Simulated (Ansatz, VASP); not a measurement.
**Two plane-wave programs on SiO2**

```xyz
9
Lattice="5.5133 0.0000 0.0000 -2.7566 4.7746 0.0000 0.0000 0.0000 6.0315" Properties=species:S:1:pos:R:3 pbc="T T T"
Si    2.7566    0.0000    0.0000
Si    1.3783    2.3873    2.0105
Si   -1.3783    2.3873    4.0210
O     1.7198    0.9930    1.0052
O     0.0000    1.9859    3.0157
O     3.7934    0.9930    5.0262
O     1.0368    3.7817    1.0052
O     2.7566    2.7887    3.0157
O    -1.0368    3.7817    5.0262
```

Change from the starting cell: strain +0.080 along x and y, +0.080 along z, atoms carried along.

Alike in both runs: task single point; functional PBE; k mesh 6 × 6 × 4; occupations gaussian, width 0.05 eV; no spin polarisation.

|  | VASP | Ansatz |
| --- | --- | --- |
| version | VASP 6.6.1 | Ansatz 0.2.0 |
| potentials or method | VASP PAW PBE potentials, release 64 (Si, O) | scalar-relativistic, plane waves, PAW |
| plane-wave cutoff (eV) | 520 | 420 |
| valence electrons in the cell | 48 | 48 |

```tsv
	VASP	Ansatz	Ansatz less VASP
gap on the k mesh at the Fermi level (eV)	3.34	3.36	+0.019
least direct gap on the mesh (eV)	3.47	3.49	+0.018
pressure (GPa)	-24.7	-24.7	+0.02
largest component of the traceless stress (GPa)	0.17	0.18	+0.018
rms of the force components (eV/Å)	0.525	0.521	-0.0039
```

Atom by atom the forces differ by 0.004 eV/Å (rms over components).

Caveats: so large a pressure means that the cell lies far from this level's equilibrium, or that cutoff or potentials fall short (VASP); forces of over 1 eV/Å show positions far from the minimum, so gaps and moduli don't describe the material at rest. A k mesh can miss the band edges.
